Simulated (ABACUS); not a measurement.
The system is Cu.

```
Cu
1.0
     0.00000    1.80750    1.80750
     1.80750    0.00000    1.80750
     1.80750    1.80750    0.00000
Cu
1
Direct
  0.00000 0.00000 0.00000
```

* Program: ABACUS 3.10.1
* Task: relaxation of cell and atoms
* Functional: BLYP
* Potentials or basis: SG15 ONCV 1.2 PBE
* Cutoff: 1361 eV
* Density cutoff: 5442 eV
* Basis: DZP LCAO (the cutoffs set its grid)
* k mesh: 12 × 12 × 12
* Occupations: fermi-dirac, width 0.05 eV
* Spin: no spin polarisation

At the start: pressure 10.0 GPa; volume 11.81 Å³/atom.

Question: Where does the relaxation end?

Answer: Over 3 steps the energy falls by 26.0 meV/atom and the volume is 12.71 Å³/atom (+7.6 %); space group Fm-3m (No. 225, to 0.05 Å).

Step by step:
| step | energy change (eV) | largest force (eV/Å) | pressure (GPa) | volume (Å³) |
| --- | --- | --- | --- | --- |
| 1 | 0.0000 | 0.0000 | 9.97 | 11.81 |
| 2 | -0.0209 | 0.0000 | -3.54 | 13.16 |
| 3 | -0.0260 | 0.0000 | 0.00 | 12.71 |

Final structure:
```
CELL_PARAMETERS angstrom
0.00000 1.85228 1.85228
1.85228 0.00000 1.85228
1.85228 1.85228 0.00000
ATOMIC_POSITIONS crystal
Cu 0.00000 0.00000 0.00000
```

Caveat: the atomic orbitals were generated for these runs and aren't a published set; the potentials were made for another functional, which shifts forces and pressure; the basis of atomic orbitals isn't converged, which shifts pressures, moduli and gaps.
